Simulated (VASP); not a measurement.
## CsSnBr3 under changes of volume

One of the cells (40.611 Å³/atom); the others are scaled copies at fixed shape and fractional positions:

```
Cs Sn Br
1.0
     5.87768    0.00000    0.00000
     0.00000    5.87768    0.00000
     0.00000    0.00000    5.87768
Cs Sn Br
1 1 3
Direct
  0.00000 0.00000 0.00000
  0.50000 0.50000 0.50000
  0.00000 0.50000 0.50000
  0.50000 0.50000 0.00000
  0.50000 0.00000 0.50000
```

The cell is a database's computed one.

| Quantity | Value |
| --- | --- |
| Program | VASP 6.6.1 |
| Functional | PBEsol |
| Potentials or basis | VASP PAW PBE potentials, release 64 (Cs_sv, Sn_d, Br) |
| Cutoff | 520 eV |
| k mesh | 5 × 5 × 5 |
| Occupations | fermi-dirac, width 0.05 eV |
| Spin | no spin polarisation |

| volume (Å³/atom) | energy over the lowest point (meV/atom) | pressure (GPa) | gap on the mesh (eV) |
| --- | --- | --- | --- |
| 37.426 | ? | ? | ? |
| 38.222 | 0.00 | -0.1 | 1.76 |
| 39.019 | 1.37 | -0.5 | 1.80 |
| 40.611 | 9.97 | -1.2 | 1.86 |
| 41.408 | 16.78 | -1.5 | 1.90 |
| 42.204 | 25.00 | -1.8 | 1.93 |

**Question.** What does the run at 37.426 Å³/atom give?

**Answer.** Energy over the lowest point 0.92 meV/atom; pressure 0.4 GPa; gap on the mesh 1.73 eV.

Worked out: A Birch-Murnaghan fit of order 3 (a polynomial in V^(-2/3)) to the other rows has its minimum at 38.13 Å³/atom, just outside them, with B0 = V·E''(V) = 22 GPa and B' = 4.7. It gives 0.92 meV/atom at 37.426 Å³/atom, against the run's 0.92, and -dE/dV = 0.4 GPa, against 0.4. A straight line through the other rows of the gap, of slope 1.7 eV per unit of ln V (its deformation potential), extrapolates to 1.73 eV, against the run's 1.73.

Energies are extrapolated to zero smearing.

Caveats: the PAW data sets were made with another functional, which shifts forces and pressure a little; spin-orbit coupling is left out, which moves the levels of the heavy elements; an odd mesh through Γ misses points on the zone boundary, where band edges often lie.
